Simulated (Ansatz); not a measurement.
# Ge: the cost of one run

Computed with Ansatz 0.2.0 (DFT PBE, scalar-relativistic, plane waves, PAW, unless a step's input says otherwise).

1 further run of the same task is left out (it didn't finish).

## 1. The system as given

Symmetry: Cmmm, No. 65, orthorhombic system. Conventional cell: a = 2.794 Å, b = 5.201 Å, c = 2.698 Å, α = 90.00°, β = 90.00°, γ = 90.00°. Ge (site symmetry mmm) has 8 Ge at 2.70 to 2.95 Å as nearest neighbours.

Coordinates:

```
Ge
1.0
     1.39715   -2.60052    0.00000
     1.39715    2.60052    0.00000
     0.00000    0.00000    2.69823
Ge
1
Cartesian
  1.3971 0.0000 0.0000
```

Source of the structure: the Materials Project (structure only).

## 2. Quick check of gap, pressure and forces

input.yaml

```yaml
crystal:
  lattice:
    - [1.397149, -2.600516, 0.0]
    - [1.397149, 2.600516, 0.0]
    - [0.0, 0.0, 2.698231]
  atoms:
    - { symbol: Ge, position: [0.5, 0.5, 0.0] }
basis:
  ecutwfc: 420
kpoints:
  mp_grid: { grid: [8, 8, 6] }
hamiltonian:
  xc: pbe
scf:
  occupations: { method: gaussian, width: 0.1 }
output:
  forces: true
  stress: true
  eigenvalues: true
```

On the command line:

```sh
> ansatz run input.yaml --threads 1 --pin off --max-ram 2560MiB --backend cpu --events-out ev --progress --plain --runs-dir out
```

What time and memory should one allow on 1 thread of Intel Xeon at 2.70GHz, shared host?

About 1.4 s, with a peak of 0.3 GiB.
